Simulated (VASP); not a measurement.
# TePb (Fm-3m) in VASP: further runs, part 3 of 3

VASP 6.6.1. Earlier steps stand in the parts before.

### 6 Single point, PBEsol

This run uses another cell than the first one, of 33.43 Å³/atom, 1.250 times its volume.

INCAR reads:

```
PREC     = Accurate       # precision mode
ENCUT    = 520            # plane-wave cutoff, eV
EDIFF    = 1E-6           # SCF threshold, eV
ISMEAR   = 0              # smearing method
SIGMA    = 0.05           # smearing width, eV
LREAL    = False          # projectors in reciprocal space
LASPH    = True           # aspherical terms in the spheres
NELM     = 80             # most SCF steps
ALGO     = Normal         # electronic algorithm
ISIF     = 2              # what is computed and relaxed
LWAVE    = False          # write WAVECAR
LCHARG   = True           # write CHGCAR
GGA      = PS             # functional
LELF     = True           # ELF
LVHAR    = True         
NBANDS   = 17             # bands
```

KPOINTS reads:

```
Automatic mesh
0
Gamma
  10 10 10
```

POSCAR reads:

```
TePb
1.0
    0.0000000000      3.2213264425      3.2213264425
    3.2213264425      0.0000000000      3.2213264425
    3.2213264425      3.2213264425      0.0000000000
Te Pb
1 1
Direct
    0.5000000000      0.5000000000      0.5000000000
    0.0000000000      0.0000000000      0.0000000000
```

Potentials or basis: VASP PAW PBE potentials, release 64 (Te, Pb_d).

Launch:

```bash
$ cat potpaw_PBE.64/Te/POTCAR potpaw_PBE.64/Pb_d/POTCAR > POTCAR
$ mpirun -np 1 vasp_std > vasp.out
```

OUTCAR:

```text
PREC = Accurate
   ENCUT = 520
   EDIFF = 1E-6
   ISMEAR = 0
   LREAL = False
   LASPH = True
   NELM = 80
   ISIF = 2
   GGA = PS

 ion  position               nearest neighbor table
   1  0.500  0.500  0.500-   2 3.22   2 3.22   2 3.22   2 3.22   2 3.22   2 3.22
   2  0.000  0.000  0.000-   1 3.22   1 3.22   1 3.22   1 3.22   1 3.22   1 3.22

  LATTYP: Found a face centered cubic cell.
 ALAT       =     6.4426528850

  Lattice vectors:

 A1 = (   0.0000000000,   3.2213264425,   3.2213264425)
 A2 = (   3.2213264425,   0.0000000000,   3.2213264425)
 A3 = (   3.2213264425,   3.2213264425,   0.0000000000)

Analysis of symmetry for initial positions (statically):
=====================================================================
 Subroutine PRICEL returns:
 Original cell was already a primitive cell.

 Routine SETGRP: Setting up the symmetry group for a
 face centered cubic supercell.

 Subroutine GETGRP returns: Found 48 space group operations
 (whereof 48 operations were pure point group operations)
 out of a pool of 48 trial point group operations.

The static configuration has the point symmetry O_h .

Analysis of symmetry for dynamics (positions and initial velocities):
=====================================================================
 Subroutine PRICEL returns:
 Original cell was already a primitive cell.

 Routine SETGRP: Setting up the symmetry group for a
 face centered cubic supercell.

 Subroutine GETGRP returns: Found 48 space group operations
 (whereof 48 operations were pure point group operations)
 out of a pool of 48 trial point group operations.

The dynamic configuration has the point symmetry O_h .

 Subroutine INISYM returns: Found 48 space group operations
 (whereof 48 operations are pure point group operations),
 and found     1 'primitive' translations

----------------------------------------------------------------------------------------

                                     Primitive cell

  volume of cell :      66.8550

  direct lattice vectors                    reciprocal lattice vectors
     0.000000000  3.221326443  3.221326443    -0.155215564  0.155215564  0.155215564
     3.221326443  0.000000000  3.221326443     0.155215564 -0.155215564  0.155215564
     3.221326443  3.221326443  0.000000000     0.155215564  0.155215564 -0.155215564

  length of vectors
     4.555643544  4.555643544  4.555643544     0.268841243  0.268841243  0.268841243

  position of ions in fractional coordinates (direct lattice)
     0.500000000  0.500000000  0.500000000
     0.000000000  0.000000000  0.000000000

  ion indices of the primitive-cell ions
   primitive index   ion index
                 1           1
                 2           2

----------------------------------------------------------------------------------------

 KPOINTS: Automatic mesh

Automatic generation of k-mesh.
 Grid dimensions read from file:
 generate k-points for:   10   10   10

 Generating k-lattice:

  Cartesian coordinates                     Fractional coordinates (reciprocal lattice)
    -0.015521556  0.015521556  0.015521556     0.100000000  0.000000000  0.000000000
     0.015521556 -0.015521556  0.015521556     0.000000000  0.100000000  0.000000000
     0.015521556  0.015521556 -0.015521556     0.000000000  0.000000000  0.100000000

  Length of vectors
     0.026884124  0.026884124  0.026884124

  Shift w.r.t. Gamma in fractional coordinates (k-lattice)
     0.000000000  0.000000000  0.000000000

 Subroutine IBZKPT returns following result:
 ===========================================

 Found     47 irreducible k-points:

 Following reciprocal coordinates:
            Coordinates               Weight
  0.000000  0.000000  0.000000      1.000000
  0.100000  0.000000  0.000000      8.000000
  0.200000  0.000000  0.000000      8.000000
  0.300000  0.000000  0.000000      8.000000
  0.400000  0.000000  0.000000      8.000000
  0.500000  0.000000  0.000000      4.000000
[... 16 lines left out ...]
  0.300000  0.300000  0.000000      6.000000
  0.400000  0.300000  0.000000     24.000000
 [... further k-points ...]
   k-points           NKPTS =     47   k-points in BZ     NKDIM =     47   number of bands    NBANDS=     17
   number of dos      NEDOS =    301   number of ions     NIONS =      2
   total plane-waves  NPLWV =  46656
   dimension x,y,z NGX =    36 NGY =   36 NGZ =   36
   dimension x,y,z NGXF=    72 NGYF=   72 NGZF=   72
   ions per type =               1   1
   NGX,Y,Z   is equivalent  to a cutoff of  13.14, 13.14, 13.14 a.u.
   NGXF,Y,Z  is equivalent  to a cutoff of  26.27, 26.27, 26.27 a.u.
 SYSTEM =  unknown system
   PREC   = accura    normal or accurate (medium, high low for compatibility)
   ISTART =      0    job   : 0-new  1-cont  2-samecut
   ICHARG =      2    charge: 1-file 2-atom 10-const
   ISPIN  =      1    spin polarized calculation?
   LNONCOLLINEAR =      F non collinear calculations
   LSORBIT =      F    spin-orbit coupling
   LASPH  =      T    aspherical Exc in radial PAW
   ENCUT  =  520.0 eV  38.22 Ry    6.18 a.u.   8.47  8.47  8.47*2*pi/ulx,y,z
   NELM   =     80;   NELMIN=  2; NELMDL= -5     # of ELM steps
   EDIFF  = 0.1E-05   stopping-criterion for ELM
   LREAL  =      F    real-space projection
   EDIFFG = 0.1E-04   stopping-criterion for IOM
   NSW    =      0    number of steps for IOM
   IBRION =     -1    ionic relax: 0-MD 1-quasi-New 2-CG
   NFREE  =      0    steps in history (QN), initial steepest desc. (CG)
   ISIF   =      2    stress and relaxation
   ISYM   =      2    0-nonsym 1-usesym 2-fastsym
   POTIM  = 0.5000    time-step for ionic-motion
   TEBEG  =    0.0;   TEEND  =   0.0 temperature during run
   PSTRESS=    0.0 pullay stress
   NELECT =      20.0000    total number of electrons
   NUPDOWN=      -1.0000    fix difference up-down
   EMIN   =  10.00;   EMAX   =-10.00  energy-range for DOS
   EFERMI =   0.00;   METHOD = LEGACY
   ISMEAR =     0;   SIGMA  =   0.05  broadening in eV -4-tet -1-fermi 0-gaus
   EFERMI_NEDOS =   21; number of points for ismear=-14 and -15
   IALGO  =     38    algorithm
   IMIX   =      4    mixing-type and parameters
     AMIX     =   0.40;   BMIX     =  1.00
     AMIX_MAG =   1.60;   BMIX_MAG =  1.00
  volume/ion in A,a.u.               =      33.43       225.58
  Fermi-wavevector in a.u.,A,eV,Ry     =   1.094897  2.069056 16.310669  1.198800
  Thomas-Fermi vector in A             =   2.231211
   LORBIT       =      0    0 simple, 1 ext, 2 COOP (PROOUT), +10 PAW based schemes
   GGA     = PS    functional components
   LHFCALC =     F    Hartree Fock is set to
   AEXX    =    0.0000 exact exchange contribution
   IVDW    =     0    specifies the selected vdW correction
   LEPSILON=     F    determine dielectric tensor
   LRPA    =     F    only Hartree local field effects (RPA)
 non-spin polarized calculation
 Gauss-broadening in eV      SIGMA  =   0.05
  energy-cutoff  :      520.00
  volume of cell :       66.86
 maximum number of plane-waves:      1829
 NGX is ok and might be reduce to    36
   NGX = 17   NGY = 17   NGZ = 17

 number of electron      20.0000002 magnetization

 Free energy of the ion-electron system (eV)
  ---------------------------------------------------
  ext. energy  EPLUGINS =         0.00000000
  ---------------------------------------------------
  free energy    TOTEN  =        -8.25924247 eV

  energy without entropy =       -8.25924247  energy(sigma->0) =       -8.25924247

 E-fermi :   5.7923     XC(G=0):  -9.5105

 val. band max:        5.5775532479   @ k =   0.5000   0.0000   0.0000
 cond. band min:       6.2271489164   @ k =   0.5000   0.0000   0.0000
 fundamental gap:      0.6495956686
 Fermi energy:         5.7923168656

 k-point     1 :       0.0000    0.0000    0.0000
  band No.  band energies     occupation
      1     -11.0660      2.00000
      2     -11.0660      2.00000
      3     -11.0544      2.00000
      4     -11.0544      2.00000
      5     -11.0544      2.00000
      6      -6.5325      2.00000
[... 9 lines left out ...]
     16      11.3140      0.00000
     17      12.7793      0.00000

 k-point     2 :       0.1000    0.0000    0.0000
  band No.  band energies     occupation
      1     -11.0672      2.00000
      2     -11.0672      2.00000
      3     -11.0541      2.00000
      4     -11.0530      2.00000
      5     -11.0530      2.00000
      6      -6.4452      2.00000
[... 9 lines left out ...]
     16      11.5083      0.00000
     17      13.5505      0.00000
[... 421 lines left out ...]
 k-point    24 :       0.4000    0.3000    0.0000
  band No.  band energies     occupation
      1     -11.1131      2.00000
      2     -11.0613      2.00000
      3     -11.0588      2.00000
      4     -11.0337      2.00000
      5     -11.0326      2.00000
      6      -5.2497      2.00000
[... 9 lines left out ...]
     16      15.2409      0.00000
     17      15.7583      0.00000

 [... further k-points ...]
[... 5 lines left out ...]
  --------------------------------------------------------------------------------------
  -------------------------------------------------------------------------------------
  Total       -0.0139339     -0.0139339     -0.0139339     -0.0000000     -0.0000000      0.0000000
  in kB       -0.3339257     -0.3339257     -0.3339257     -0.0000000     -0.0000000      0.0000000
  external PRESSURE =      -0.3339257 kB  Pullay stress =       0.0000000 kB

 VOLUME and BASIS-vectors are now :
 -----------------------------------------------------------------------------
  energy-cutoff  :      520.00
  volume of cell :       66.86
      direct lattice vectors                 reciprocal lattice vectors
     0.000000000  3.221326443  3.221326443    -0.155215564  0.155215564  0.155215564
     3.221326443  0.000000000  3.221326443     0.155215564 -0.155215564  0.155215564
     3.221326443  3.221326443  0.000000000     0.155215564  0.155215564 -0.155215564

 POSITION                                       TOTAL-FORCE (eV/Angst)
 -----------------------------------------------------------------------------------
      3.22133      3.22133      3.22133         0.000000      0.000000      0.000000
      0.00000      0.00000      0.00000        -0.000000     -0.000000     -0.000000
 -----------------------------------------------------------------------------------
    total drift:                               -0.000000      0.000000      0.000000

  FREE ENERGIE OF THE ION-ELECTRON SYSTEM (eV)
  ---------------------------------------------------
  free  energy   TOTEN  =        -8.2592424715 eV

  energy  without entropy=       -8.2592424715  energy(sigma->0) =       -8.25924247
```

Wall time 22 s (1 thread of Intel Xeon 6975P-C (Granite Rapids), shared host); peak memory 0.22 GiB.

What came out:

* Free energy: -8.2592 eV
* Pressure: 0.0 GPa
* Band gap on the k mesh: 0.65 eV, direct

Levels at points of the mesh, in eV from the valence-band top:
```tsv
k point	band 7	band 8	band 9	band 10	band 11	band 12	band 13	band 14
(0.00, 0.00, 0.00)	-5.59	-1.37	-1.37	-1.37	4.07	4.07	4.07	5.74
(0.50, 0.00, 0.00)	-8.65	-0.90	-0.90	0.00	0.65	1.22	1.22	8.30
(0.50, 0.50, 0.00)	-7.32	-4.59	-2.86	-2.86	3.17	5.49	5.49	6.73
```

Caveat: the PAW data sets were made with another functional, which shifts forces and pressure a little; spin-orbit coupling is left out, which moves the levels of the heavy elements.

### 7 Single point, PBEsol (volume scaled by 1.040)

INCAR reads:

```
PREC = Accurate
ENCUT = 520
EDIFF = 1E-7
ISMEAR = 0
SIGMA = 0.05
LREAL = False
LASPH = True
NELM = 80
ALGO = Normal
ISIF = 2
LWAVE = False
LCHARG = True
GGA = PS
LELF = True
LVHAR = True
NBANDS = 17
```

KPOINTS reads:

```
regular mesh
0
Gamma
  10 10 10
```

POSCAR reads:

```
TePb
1.0
    0.0000000000      3.2637171780      3.2637171780
    3.2637171780      0.0000000000      3.2637171780
    3.2637171780      3.2637171780      0.0000000000
Te Pb
1 1
Direct
    0.5000000000      0.5000000000      0.5000000000
    0.0000000000      0.0000000000      0.0000000000
```

Potentials or basis: VASP PAW PBE potentials, release 64 (Te, Pb_d).

Launch:

```bash
$ cat potpaw_PBE.64/Te/POTCAR potpaw_PBE.64/Pb_d/POTCAR > POTCAR
$ mpirun -np 1 vasp_std > vasp.out
```

OUTCAR:

```text
PREC = Accurate
   ENCUT = 520
   EDIFF = 1E-7
   ISMEAR = 0
   LREAL = False
   LASPH = True
   NELM = 80
   ISIF = 2
   GGA = PS

 ion  position               nearest neighbor table
   1  0.500  0.500  0.500-   2 3.26   2 3.26   2 3.26   2 3.26   2 3.26   2 3.26
   2  0.000  0.000  0.000-   1 3.26   1 3.26   1 3.26   1 3.26   1 3.26   1 3.26

  LATTYP: Found a face centered cubic cell.
 ALAT       =     6.5274343560

  Lattice vectors:

 A1 = (   0.0000000000,   3.2637171780,   3.2637171780)
 A2 = (   3.2637171780,   0.0000000000,   3.2637171780)
 A3 = (   3.2637171780,   3.2637171780,   0.0000000000)

Analysis of symmetry for initial positions (statically):
=====================================================================
 Subroutine PRICEL returns:
 Original cell was already a primitive cell.

 Routine SETGRP: Setting up the symmetry group for a
 face centered cubic supercell.

 Subroutine GETGRP returns: Found 48 space group operations
 (whereof 48 operations were pure point group operations)
 out of a pool of 48 trial point group operations.

The static configuration has the point symmetry O_h .

Analysis of symmetry for dynamics (positions and initial velocities):
=====================================================================
 Subroutine PRICEL returns:
 Original cell was already a primitive cell.

 Routine SETGRP: Setting up the symmetry group for a
 face centered cubic supercell.

 Subroutine GETGRP returns: Found 48 space group operations
 (whereof 48 operations were pure point group operations)
 out of a pool of 48 trial point group operations.

The dynamic configuration has the point symmetry O_h .

 Subroutine INISYM returns: Found 48 space group operations
 (whereof 48 operations are pure point group operations),
 and found     1 'primitive' translations

----------------------------------------------------------------------------------------

[... 106 lines left out ...]
   EFERMI =   0.00;   METHOD = LEGACY
   ISMEAR =     0;   SIGMA  =   0.05  broadening in eV -4-tet -1-fermi 0-gaus
   EFERMI_NEDOS =   21; number of points for ismear=-14 and -15
   IALGO  =     38    algorithm
   IMIX   =      4    mixing-type and parameters
     AMIX     =   0.40;   BMIX     =  1.00
     AMIX_MAG =   1.60;   BMIX_MAG =  1.00
  volume/ion in A,a.u.               =      34.76       234.60
  Fermi-wavevector in a.u.,A,eV,Ry     =   1.080676  2.042182 15.889719  1.167861
  Thomas-Fermi vector in A             =   2.216673
   LORBIT       =      0    0 simple, 1 ext, 2 COOP (PROOUT), +10 PAW based schemes
   GGA     = PS    functional components
   LHFCALC =     F    Hartree Fock is set to
   AEXX    =    0.0000 exact exchange contribution
   IVDW    =     0    specifies the selected vdW correction
   LEPSILON=     F    determine dielectric tensor
   LRPA    =     F    only Hartree local field effects (RPA)
 non-spin polarized calculation
 Gauss-broadening in eV      SIGMA  =   0.05
  energy-cutoff  :      520.00
  volume of cell :       69.53
 maximum number of plane-waves:      1893
 NGX is ok and might be reduce to    36
   NGX = 17   NGY = 17   NGZ = 17

 number of electron      20.0000002 magnetization

 Free energy of the ion-electron system (eV)
  ---------------------------------------------------
  ext. energy  EPLUGINS =         0.00000000
  ---------------------------------------------------
  free energy    TOTEN  =        -8.24564814 eV

  energy without entropy =       -8.24564814  energy(sigma->0) =       -8.24564814

 E-fermi :   5.2904     XC(G=0):  -9.3360

 val. band max:        5.0692456434   @ k =   0.5000   0.0000   0.0000
 cond. band min:       5.7992586082   @ k =   0.5000   0.0000   0.0000
 fundamental gap:      0.7300129648
 Fermi energy:         5.2904490284

 k-point     1 :       0.0000    0.0000    0.0000
  band No.  band energies     occupation
      1     -11.5049      2.00000
      2     -11.5049      2.00000
      3     -11.4964      2.00000
      4     -11.4964      2.00000
      5     -11.4964      2.00000
      6      -6.7110      2.00000
[... 457 lines left out ...]
      4     -11.4788      2.00000
      5     -11.4779      2.00000
      6      -5.5209      2.00000
[... 9 lines left out ...]
     16      14.6933      0.00000
     17      15.1968      0.00000

 [... further k-points ...]
[... 5 lines left out ...]
  --------------------------------------------------------------------------------------
  -------------------------------------------------------------------------------------
  Total       -0.7073216     -0.7073216     -0.7073216      0.0000000      0.0000000      0.0000000
  in kB      -16.2989612    -16.2989612    -16.2989612      0.0000000      0.0000000      0.0000000
  external PRESSURE =     -16.2989612 kB  Pullay stress =       0.0000000 kB

 VOLUME and BASIS-vectors are now :
 -----------------------------------------------------------------------------
  energy-cutoff  :      520.00
  volume of cell :       69.53
      direct lattice vectors                 reciprocal lattice vectors
     0.000000000  3.263717178  3.263717178    -0.153199549  0.153199549  0.153199549
     3.263717178  0.000000000  3.263717178     0.153199549 -0.153199549  0.153199549
     3.263717178  3.263717178  0.000000000     0.153199549  0.153199549 -0.153199549

 POSITION                                       TOTAL-FORCE (eV/Angst)
 -----------------------------------------------------------------------------------
      3.26372      3.26372      3.26372        -0.000000     -0.000000      0.000000
      0.00000      0.00000      0.00000         0.000000      0.000000     -0.000000
 -----------------------------------------------------------------------------------
    total drift:                               -0.000000      0.000000      0.000000

  FREE ENERGIE OF THE ION-ELECTRON SYSTEM (eV)
  ---------------------------------------------------
  free  energy   TOTEN  =        -8.2456481378 eV

  energy  without entropy=       -8.2456481378  energy(sigma->0) =       -8.24564814
```

It took 26 s on 1 thread of Intel Xeon 6975P-C (Granite Rapids), shared host; peak memory 0.23 GiB.

What came out:

```yaml
Free_energy: -8.2456 eV
Pressure: -1.6 GPa
Band_gap_on_the_k_mesh: 0.73 eV, direct
```

Caveat: the cell differs from its parent crystal (volume scaled by 1.040); the PAW data sets were made with another functional, which shifts forces and pressure a little; spin-orbit coupling is left out, which moves the levels of the heavy elements. A k mesh can miss the band edges.

### 8 Overview

| cell | gap on the mesh (eV) | pressure (GPa) |
| --- | --- | --- |
| a = 4.229 Å, angles 60.0°, 2 atoms | - | 16.5 |
| a = 4.298 Å, angles 60.0°, 2 atoms | 0.17 | 11.6 |
| a = 4.431 Å, angles 60.0°, 2 atoms | 0.44 | 4.5 |
| a = 4.494 Å, angles 60.0°, 2 atoms | 0.56 | 2.0 |
| a = 4.556 Å, angles 60.0°, 2 atoms | 0.65 | 0.0 |
| a = 4.616 Å, angles 60.0°, 2 atoms | 0.73 | -1.6 |

Alike in all rows: task single point; level PBEsol; potentials or basis VASP PAW PBE potentials, release 64 (Te, Pb_d); no spin polarisation; k mesh 10 × 10 × 10; cutoff (eV) 520; smearing gaussian 0.05 eV.

Caveats: the PAW data sets were made with another functional, which shifts forces and pressure a little; spin-orbit coupling is left out, which moves the levels of the heavy elements.

Absolute energies hang on the potentials; compare differences alone.

### 9 How close it comes

Step 6. Measured gap of TePb: 0.19 eV (direct; 4.2 K; a printed reference work, monograph). This calculation gives 0.65 eV (+0.46 eV). Spin-orbit coupling on Pb, Te is left out. The value is that of PBEsol on a finite k mesh, which can miss the band edges, without temperature or zero-point motion.
